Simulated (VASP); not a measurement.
# A vacancy on the Si site in a supercell of CoSi2, part 4 of 5

Aim: the formation energy and local structure of a vacancy on the Si site in CoSi2. The start is a cell from a database of measured crystal structures.

VASP 6.6.1, plane waves and PAW; the level of theory is named at each step.

Still holding for the runs below: A U on the itinerant d states of such a compound is hard to justify; it moves the bands at the Fermi level.

So far. Step 5 (Reference Co): The run ended after 7 ionic steps, 0.079 eV below its first step, once forces and stress met EDIFFG = -0.02. Step 5 (Reference Co): Energy at zero smearing: -15.49269 eV.

The database entry behind the starting cell differs from later determinations by our own check (0.1 to 0.3 % short, probably kX units), so it need not match the best structure at ambient conditions.

## 6. The defect cell

This step: PBEsol, DFT+U (Co d 3 eV), spin-polarised from a ferromagnetic start; plane waves and PAW (Co, Si) (VASP 6.6.1).

System of this step: Co8Si15. The cell holds 23 atoms: 8 Co and 15 Si. Cell: a = 7.460 Å, b = 7.460 Å, c = 7.460 Å, α = 60.0°, β = 60.0°, γ = 60.0°. It derives from CoSi2. Nearest the centre at fractional (0.375, 0.375, 0.375): Co4 at 2.28 Å, Co8 at 2.28 Å, Co7 at 2.28 Å, Co6 at 2.28 Å, Si20 at 2.64 Å, Si19 at 2.64 Å, Si18 at 2.64 Å, Si17 at 2.64 Å.

The host is treated as a metal, since its gap is under 0.3 eV or closed. The run keeps 24 symmetry operations, which cuts the number of k-points but bars distortions that break them. The atoms relax at the host's fixed cell.

File INCAR:

```
SYSTEM = Co8Si15
PREC = Normal
ENCUT = 300
EDIFF = 1E-05
NELM = 120
ISMEAR = 1
SIGMA = 0.2
LREAL = Auto
ALGO = Fast
GGA = PS
NBANDS = 110
ISPIN = 2
MAGMOM = 2 2 2 2 2 2 2 2 0 0 0 0 0 0 0 0 0 0 0 0 0 0 0
LDAU = .TRUE.
LDAUTYPE = 2
LDAUL = 2 -1
LDAUU = 3 0
LDAUJ = 0 0
LDAUPRINT = 1
LASPH = .TRUE.
LMAXMIX = 4
LORBIT = 11
LWAVE = .FALSE.
LCHARG = .TRUE.
KPAR = 4
IBRION = 2
NSW = 50
ISIF = 2
EDIFFG = -0.03
POTIM = 0.4
MAXMIX = 40
ISYM = 2
```

File POSCAR:

```
Co8Si15
1.0
    0.0000000000      5.2748974392      5.2748974392
    5.2748974392      0.0000000000      5.2748974392
    5.2748974392      5.2748974392      0.0000000000
Co Si
8 15
Direct
    0.0000000000      0.0000000000      0.0000000000
    0.0000000000      0.0000000000      0.5000000000
    0.0000000000      0.5000000000      0.0000000000
    0.0000000000      0.5000000000      0.5000000000
    0.5000000000      0.0000000000      0.0000000000
    0.5000000000      0.0000000000      0.5000000000
    0.5000000000      0.5000000000      0.0000000000
    0.5000000000      0.5000000000      0.5000000000
    0.3750000000      0.3750000000      0.8750000000
    0.3750000000      0.8750000000      0.3750000000
    0.3750000000      0.8750000000      0.8750000000
    0.8750000000      0.3750000000      0.3750000000
    0.8750000000      0.3750000000      0.8750000000
    0.8750000000      0.8750000000      0.3750000000
    0.8750000000      0.8750000000      0.8750000000
    0.1250000000      0.1250000000      0.1250000000
    0.1250000000      0.1250000000      0.6250000000
    0.1250000000      0.6250000000      0.1250000000
    0.1250000000      0.6250000000      0.6250000000
    0.6250000000      0.1250000000      0.1250000000
    0.6250000000      0.1250000000      0.6250000000
    0.6250000000      0.6250000000      0.1250000000
    0.6250000000      0.6250000000      0.6250000000
```

File KPOINTS:

```
Automatic mesh
0
Gamma
4 4 4
0 0 0
```

PAW data sets: Co and Si (PBE family, release 64).

Launch:

```sh
$ mpirun -np 4 vasp_std
```

Log:

```text
[banner, memory and clock lines left out]
running    4 mpi-ranks, on    1 nodes
 distrk:  each k-point on    1 cores,    4 groups
 distr:  one band on    1 cores,    1 groups

 POSCAR found type information on POSCAR CoSi
 POSCAR found :  2 types and      23 ions
 [... a notice as in an earlier step ...]

 LDA part: xc-table for (Slater+PW92), standard interpolation
 POSCAR, INCAR and KPOINTS ok, starting setup
 FFT: planning ... GRIDC
 FFT: planning ... GRID_SOFT
 FFT: planning ... GRID
 WAVECAR not read
 entering main loop
       N       E                     dE             d eps       ncg     rms          rms(c)
DAV:   1     0.702408658645E+03    0.70241E+03   -0.35196E+04  3520   0.796E+02
DAV:   2    -0.646932523847E+02   -0.76710E+03   -0.70323E+03  3562   0.234E+02
DAV:   3    -0.140865687562E+03   -0.76172E+02   -0.70269E+02  3940   0.843E+01
DAV:   4    -0.143931941229E+03   -0.30663E+01   -0.30286E+01  4232   0.178E+01
DAV:   5    -0.144026727495E+03   -0.94786E-01   -0.94697E-01  4688   0.289E+00    0.433E+01
RMM:   6    -0.171567333766E+03   -0.27541E+02   -0.16926E+02  3520   0.563E+01    0.497E+01
RMM:   7    -0.138107997750E+03    0.33459E+02   -0.63497E+01  3520   0.348E+01    0.120E+01
RMM:   8    -0.138727220769E+03   -0.61922E+00   -0.24550E+00  3520   0.406E+00    0.883E+00
RMM:   9    -0.138387467565E+03    0.33975E+00   -0.15555E+00  3520   0.529E+00    0.544E+00
RMM:  10    -0.138193182577E+03    0.19428E+00   -0.42882E-01  3520   0.256E+00    0.176E+00
RMM:  11    -0.138202647250E+03   -0.94647E-02   -0.10129E-01  3560   0.974E-01    0.871E-01
RMM:  12    -0.138207666025E+03   -0.50188E-02   -0.29465E-02  3800   0.498E-01    0.597E-01
RMM:  13    -0.138208423961E+03   -0.75794E-03   -0.86452E-03  3645   0.312E-01    0.252E-01
RMM:  14    -0.138209048462E+03   -0.62450E-03   -0.41893E-03  3954   0.153E-01    0.140E-01
RMM:  15    -0.138209088240E+03   -0.39778E-04   -0.81686E-04  4024   0.704E-02    0.616E-02
RMM:  16    -0.138209103177E+03   -0.14938E-04   -0.11568E-04  3543   0.261E-02    0.299E-02
RMM:  17    -0.138209110891E+03   -0.77138E-05   -0.24741E-05  2650   0.143E-02
   1 F= -.13820911E+03 E0= -.13820399E+03  d E =-.138209E+03  mag=    -0.0002
 curvature:   0.00 expect dE= 0.000E+00 dE for cont linesearch  0.000E+00
 trial: gam= 0.00000 g(F)=  0.934E-02 g(S)=  0.000E+00 ort = 0.000E+00 (trialstep = 0.100E+01)
 search vector abs. value=  0.934E-02
 bond charge predicted
       N       E                     dE             d eps       ncg     rms          rms(c)
DAV:   1    -0.138215392547E+03   -0.62894E-02   -0.69075E-01  4002   0.205E+00    0.235E-01
RMM:   2    -0.138215662074E+03   -0.26953E-03   -0.10882E-02  3520   0.425E-01    0.153E-01
RMM:   3    -0.138215818794E+03   -0.15672E-03   -0.20837E-03  3521   0.152E-01    0.593E-02
RMM:   4    -0.138215843497E+03   -0.24703E-04   -0.40750E-04  3648   0.825E-02    0.654E-02
RMM:   5    -0.138215830416E+03    0.13082E-04   -0.11192E-04  3405   0.406E-02    0.200E-02
RMM:   6    -0.138215832524E+03   -0.21080E-05   -0.31101E-05  3074   0.181E-02
   2 F= -.13821583E+03 E0= -.13821100E+03  d E =-.672163E-02  mag=    -0.0001
[...]
3 F= -.13821739E+03 E0= -.13821272E+03  d E =-.827620E-02  mag=    -0.0002
[...]
4 F= -.13821741E+03 E0= -.13821277E+03  d E =-.830188E-02  mag=    -0.0002
 curvature:  -0.87 expect dE=-0.738E-03 dE for cont linesearch -0.907E-06
 trial: gam= 0.07976 g(F)=  0.844E-03 g(S)=  0.000E+00 ort = 0.984E-04 (trialstep = 0.115E+01)
 search vector abs. value=  0.919E-03
 bond charge predicted
       N       E                     dE             d eps       ncg     rms          rms(c)
DAV:   1    -0.138218119539E+03   -0.70734E-03   -0.11142E-01  3708   0.797E-01    0.745E-02
RMM:   2    -0.138218158619E+03   -0.39080E-04   -0.13937E-03  3522   0.148E-01    0.113E-01
RMM:   3    -0.138218166700E+03   -0.80804E-05   -0.33692E-04  3520   0.743E-02    0.714E-02
RMM:   4    -0.138218165025E+03    0.16748E-05   -0.78527E-05  3489   0.322E-02
   5 F= -.13821817E+03 E0= -.13821335E+03  d E =-.752257E-03  mag=    -0.0017
 trial-energy change:   -0.000752  1 .order   -0.000713   -0.000979   -0.000447
 step:   2.1175(harm=  2.1175)  dis= 0.00333  next Energy=  -138.218314 (dE=-0.902E-03)
 reached required accuracy - stopping structural energy minimisation
```

The job ended after 57 s (4 MPI ranks of Intel Xeon 6975P-C (Granite Rapids), shared host; peak memory 1.3 GiB).

OUTCAR, selected parts (step 6):

```text
   k-points           NKPTS =      8   k-points in BZ     NKDIM =      8   number of bands    NBANDS=    110

   NELECT =     132.0000    total number of electrons

atom =   1  type =  1  l = 2

 onsite density matrix

spin component  1

  0.7547  0.0036  0.0047  0.0036  0.0000
  0.0036  0.7547 -0.0024  0.0036  0.0041
  0.0047 -0.0024  0.8266 -0.0024  0.0000
  0.0036  0.0036 -0.0024  0.7547 -0.0041
  0.0000  0.0041  0.0000 -0.0041  0.8266

spin component  2

  0.7547  0.0036  0.0047  0.0036  0.0000
  0.0036  0.7547 -0.0024  0.0036  0.0041
  0.0047 -0.0024  0.8265 -0.0024  0.0000
  0.0036  0.0036 -0.0024  0.7547 -0.0041
  0.0000  0.0041  0.0000 -0.0041  0.8265

 occupancies and eigenvectors

  o =  0.7506  v =  0.0000  0.0000  0.0000  0.0000  0.0000  0.6199  0.1471 -0.0579 -0.7670 -0.0493      0.0000  0.0000  0.0000  0.0000  0.0000  0.0000  0.0000  0.0000  0.0000  0.0000
  o =  0.7506  v =  0.0000  0.0000  0.0000  0.0000  0.0000 -0.5278  0.8007  0.0493 -0.2730 -0.0579      0.0000  0.0000  0.0000  0.0000  0.0000  0.0000  0.0000  0.0000  0.0000  0.0000
  o =  0.7506  v =  0.6558  0.0899 -0.0612 -0.7457 -0.0450  0.0000  0.0000  0.0000  0.0000  0.0000      0.0000  0.0000  0.0000  0.0000  0.0000  0.0000  0.0000  0.0000  0.0000  0.0000
  o =  0.7506  v = -0.4824  0.8092  0.0450 -0.3267 -0.0612  0.0000  0.0000  0.0000  0.0000  0.0000      0.0000  0.0000  0.0000  0.0000  0.0000  0.0000  0.0000  0.0000  0.0000  0.0000
  o =  0.7619  v =  0.5774  0.5774  0.0000  0.5774 -0.0000  0.0000  0.0000  0.0000  0.0000  0.0000      0.0000  0.0000  0.0000  0.0000  0.0000  0.0000  0.0000  0.0000  0.0000  0.0000
  o =  0.7619  v =  0.0000  0.0000  0.0000  0.0000  0.0000  0.5774  0.5774  0.0000  0.5774 -0.0000      0.0000  0.0000  0.0000  0.0000  0.0000  0.0000  0.0000  0.0000  0.0000  0.0000
  o =  0.8270  v =  0.0000  0.0000  0.0000  0.0000  0.0000 -0.0532  0.0542 -0.8553 -0.0010  0.5125      0.0000  0.0000  0.0000  0.0000  0.0000  0.0000  0.0000  0.0000  0.0000  0.0000
  o =  0.8270  v =  0.0000  0.0000  0.0000  0.0000  0.0000  0.0319  0.0302  0.5125 -0.0620  0.8553      0.0000  0.0000  0.0000  0.0000  0.0000  0.0000  0.0000  0.0000  0.0000  0.0000
  o =  0.8270  v =  0.0408 -0.0609  0.6562  0.0200 -0.7508  0.0000  0.0000  0.0000  0.0000  0.0000      0.0000  0.0000  0.0000  0.0000  0.0000  0.0000  0.0000  0.0000  0.0000  0.0000
  o =  0.8270  v = -0.0467 -0.0120 -0.7508  0.0587 -0.6562  0.0000  0.0000  0.0000  0.0000  0.0000      0.0000  0.0000  0.0000  0.0000  0.0000  0.0000  0.0000  0.0000  0.0000  0.0000

atom =   2  type =  1  l = 2

 onsite density matrix

spin component  1

  0.7547 -0.0036  0.0047 -0.0036  0.0000
 -0.0036  0.7547  0.0024  0.0036 -0.0041
  0.0047  0.0024  0.8266  0.0024 -0.0000
 -0.0036  0.0036  0.0024  0.7547  0.0041
  0.0000 -0.0041 -0.0000  0.0041  0.8266

spin component  2

  0.7547 -0.0036  0.0047 -0.0036  0.0000
 -0.0036  0.7547  0.0024  0.0036 -0.0041
  0.0047  0.0024  0.8265  0.0024 -0.0000
 -0.0036  0.0036  0.0024  0.7547  0.0041
  0.0000 -0.0041 -0.0000  0.0041  0.8265

 occupancies and eigenvectors

  o =  0.7506  v =  0.0000  0.0000  0.0000  0.0000  0.0000  0.5484 -0.2469 -0.0512  0.7953 -0.0562      0.0000  0.0000  0.0000  0.0000  0.0000  0.0000  0.0000  0.0000  0.0000  0.0000
  o =  0.7506  v =  0.0000  0.0000  0.0000  0.0000  0.0000  0.6017  0.7758 -0.0562 -0.1741  0.0512      0.0000  0.0000  0.0000  0.0000  0.0000  0.0000  0.0000  0.0000  0.0000  0.0000
  o =  0.7506  v = -0.2087  0.5772  0.0195 -0.7858  0.0735  0.0000  0.0000  0.0000  0.0000  0.0000      0.0000  0.0000  0.0000  0.0000  0.0000  0.0000  0.0000  0.0000  0.0000  0.0000
  o =  0.7506  v = -0.7869 -0.5742  0.0735 -0.2128 -0.0195  0.0000  0.0000  0.0000  0.0000  0.0000      0.0000  0.0000  0.0000  0.0000  0.0000  0.0000  0.0000  0.0000  0.0000  0.0000
  o =  0.7619  v = -0.5774  0.5774  0.0000  0.5774  0.0000  0.0000  0.0000  0.0000  0.0000  0.0000      0.0000  0.0000  0.0000  0.0000  0.0000  0.0000  0.0000  0.0000  0.0000  0.0000
[...]
...
     60       8.1917      1.00000
     61       8.1917      1.00000
     62       9.5372      1.03529
     63       9.5372      1.03529
     64       9.5372      1.03529
     65       9.8358      0.30745
     66       9.8358      0.30745
     67      10.7069     -0.00000
     68      10.7069     -0.00000
     69      10.7069     -0.00000
    ...

 k-point     2 :       0.2500    0.0000    0.0000
  band No.  band energies     occupation
    ...
     62       9.2342      1.00031
     63       9.3568      1.00460
     64       9.3568      1.00460
     65       9.7859      0.51248
     66       9.7859      0.51247
     67      10.0652     -0.03243
     68      10.7551     -0.00000
     69      10.7551     -0.00000
     70      11.0910     -0.00000
     71      11.8275     -0.00000
    ...

  Total       -2.6501962     -2.6501962     -2.6501962      0.0000000      0.0000000      0.0000000
  in kB      -14.4649372    -14.4649372    -14.4649372      0.0000000      0.0000000      0.0000000
  external PRESSURE =     -14.4649372 kB  Pullay stress =       0.0000000 kB

 POSITION                                       TOTAL-FORCE (eV/Angst)
 -----------------------------------------------------------------------------------
      0.00356      0.00356      0.00356        -0.005649     -0.005649     -0.005649
      2.63388      2.63388      0.00356         0.005649      0.005649     -0.005649
      2.63388      0.00356      2.63388         0.005649     -0.005649      0.005649
      5.26922      2.64312      2.64312        -0.013806      0.013806      0.013806
      0.00356      2.63388      2.63388        -0.005649      0.005649      0.005649
      2.64312      5.26922      2.64312         0.013806     -0.013806      0.013806
      2.64312      2.64312      5.26922         0.013806      0.013806     -0.013806
      5.26922      5.26922      5.26922        -0.013806     -0.013806     -0.013806
      6.59362      6.59362      3.94845         0.000000      0.000000      0.014344
      6.59362      3.94845      6.59362         0.000000      0.014344      0.000000
      9.23879      6.59362      6.59362        -0.014344      0.000000      0.000000
      3.94845      6.59362      6.59362         0.014344      0.000000      0.000000
      6.59362      9.23879      6.59362         0.000000     -0.014344      0.000000
      6.59362      6.59362      9.23879         0.000000      0.000000     -0.014344
      9.23107      9.23107      9.23107         0.000000      0.000000      0.000000
      1.31872      1.31872      1.31872         0.000000      0.000000      0.000000
      3.95617      3.95617      1.31076         0.000000      0.000000     -0.015119
      3.95617      1.31076      3.95617         0.000000     -0.015119      0.000000
      6.60158      3.95617      3.95617         0.015119      0.000000      0.000000
      1.31076      3.95617      3.95617        -0.015119      0.000000      0.000000
      3.95617      6.60158      3.95617         0.000000      0.015119      0.000000
      3.95617      3.95617      6.60158         0.000000      0.000000      0.015119
      6.59362      6.59362      6.59362         0.000000      0.000000      0.000000
 -----------------------------------------------------------------------------------
    total drift:                                0.000015      0.000015      0.000015

  FREE ENERGIE OF THE ION-ELECTRON SYSTEM (eV)
  ---------------------------------------------------
  free  energy   TOTEN  =      -138.2181650250 eV

  energy  without entropy=     -138.2037166862  energy(sigma->0) =     -138.21334891

 magnetization (x)
# of ion       s       p       d       tot
------------------------------------------
    1       -0.000  -0.000   0.000   0.000
    2       -0.000  -0.000   0.000   0.000
    3       -0.000  -0.000   0.000   0.000
    4        0.000  -0.000   0.000   0.000
    5       -0.000  -0.000   0.000   0.000
    6        0.000  -0.000   0.000   0.000
    7        0.000  -0.000   0.000   0.000
    8        0.000  -0.000   0.000   0.000
    9       -0.000  -0.000   0.000  -0.000
   10       -0.000  -0.000   0.000  -0.000
   11       -0.000  -0.000   0.000  -0.000
   12       -0.000  -0.000   0.000  -0.000
   13       -0.000  -0.000   0.000  -0.000
   14       -0.000  -0.000   0.000  -0.000
   15       -0.000  -0.000   0.000  -0.000
   16        0.000  -0.000   0.000  -0.000
   17       -0.000  -0.000   0.000  -0.000
   18       -0.000  -0.000   0.000  -0.000
   19       -0.000  -0.000   0.000  -0.000
   20       -0.000  -0.000   0.000  -0.000
   21       -0.000  -0.000   0.000  -0.000
   22       -0.000  -0.000   0.000  -0.000
   23        0.000   0.000   0.000   0.000
--------------------------------------------------
tot         -0.000  -0.000   0.001   0.000

[... 6 parts as in an earlier step ...]

[... 16 further parts left out ...]
[key lines of the parts left out:]
E-fermi :   9.7889
```

Relaxation path:

```
step  energy less that of the first step (eV)  largest force (eV/Å)
   1                                   0.0000                0.1192
   2                                  -0.0067                0.0682
   3                                  -0.0083                0.0404
   4                                  -0.0083                0.0451
   5                                  -0.0091                0.0239
```

Final coordinates:

```cif
data_structure
_symmetry_space_group_name_H-M 'P 1'
_symmetry_Int_Tables_number 1
_cell_length_a 7.4598
_cell_length_b 7.4598
_cell_length_c 7.4598
_cell_angle_alpha 60.000
_cell_angle_beta 60.000
_cell_angle_gamma 60.000
_cell_volume 293.54
loop_
_atom_site_label
_atom_site_type_symbol
_atom_site_fract_x
_atom_site_fract_y
_atom_site_fract_z
_atom_site_occupancy
Co1 Co 0.00034 0.00034 0.00034 1
Co2 Co 0.00034 0.00034 0.49899 1
Co3 Co 0.00034 0.49899 0.00034 1
Co4 Co 0.00161 0.49946 0.49946 1
Co5 Co 0.49899 0.00034 0.00034 1
Co6 Co 0.49946 0.00161 0.49946 1
Co7 Co 0.49946 0.49946 0.00161 1
Co8 Co 0.49946 0.49946 0.49946 1
Si9 Si 0.37427 0.37427 0.87573 1
Si10 Si 0.37427 0.87573 0.37427 1
Si11 Si 0.37427 0.87573 0.87573 1
Si12 Si 0.87573 0.37427 0.37427 1
Si13 Si 0.87573 0.37427 0.87573 1
Si14 Si 0.87573 0.87573 0.37427 1
Si15 Si 0.87500 0.87500 0.87500 1
Si16 Si 0.12500 0.12500 0.12500 1
Si17 Si 0.12425 0.12425 0.62575 1
Si18 Si 0.12425 0.62575 0.12425 1
Si19 Si 0.12425 0.62575 0.62575 1
Si20 Si 0.62575 0.12425 0.12425 1
Si21 Si 0.62575 0.12425 0.62575 1
Si22 Si 0.62575 0.62575 0.12425 1
Si23 Si 0.62500 0.62500 0.62500 1
```

This step gave:

```
electronic cycles                                 : 34
electrons                                         : 132
free energy (TOTEN)                               : -138.2182 eV
energy at zero smearing                           : -138.2133 eV
Fermi energy                                      : 9.789 eV
moment of the cell, from the last line of the log : 0 μB
```

The spin moment in the PAW sphere vanishes on all atoms.

Valence density in the ac plane at fractional y = 0.375, through the centre, with atoms of Si within 0.45 Å of it. It is the smooth field of the valence electrons, not physical close to the nuclei.

Ten even steps from '0' (-0.1 e/Å³) to '9' (1.1 e/Å³), each cell a mean:
```
455444333445544443344
333334311343333441034
322223300233222332003
321112321232211223213
321111233432211122344
321111123443211112344
322111122343211111234
542111112454321111234
863211112378532222235
995211111269843322335
575311001136754433344
443211000112343442234
332211000011222331013
322111000001112232013
321111100001111123333
321111111111111112344
321111111111111111234
432111112232211111234
653211122355322111235
985322223479642222235
796433333459853333334
```
Columns run along a (7.5 Å), rows up along c (7.5 Å). Atoms in or near the plane, at fractional coordinates: Si at (0.37, 0.88), Si at (0.88, 0.37), Si at (0.88, 0.88).

The run ended after 5 ionic steps, 0.009 eV below its first step, once the forces on the free atoms met EDIFFG = -0.03.

The 4 first neighbours (Co) lie 2.28 Å from the site in the perfect crystal and 2.27 Å on average after the relaxation (-0.4 %).

## 7. Putting the energies together

This step: point defect, PBEsol, DFT+U (Co d 3 eV); plane waves and PAW (VASP 6.6.1).

This step runs nothing: it gathers the runs above.

Numbers from this step:

```yaml
formation_energy_of_the_neutral_defect: 2.987 eV
```

Formation energy:

```
formation energy (eV)  largest move (Å)
                2.987          0.009826
```

The formation energy is the energy of the relaxed defect cell less that of the perfect cell, with each removed atom booked to its reference and each added atom taken from it.

References, in eV an atom: Si -5.745 (crystal Fd-3m) and Co -7.746 (crystal P6_3/mmc). They were run at the supercell's cutoff and functional, without U, and count both elements from their own phases.

(Part 4 of 5 ends here.)

[Lines on the potential files, build, host, timing and source positions are cut from VASP's logs without a mark.]

[Logs are printed without paths, hosts, clocks, repeated set-up lines and the standing remarks that a program may print on its own settings, such as how far it seeks lower states.]

[Hosts, paths, dates, database ids (printed as entryN), source tags and the programs' standing remarks are cut or masked in the printed files.]

[In band tables of VASP the shares of atoms and orbitals are scaled to a sum of 1 inside the atoms' spheres.]

[Runs that stopped without an error message from VASP are left out.]
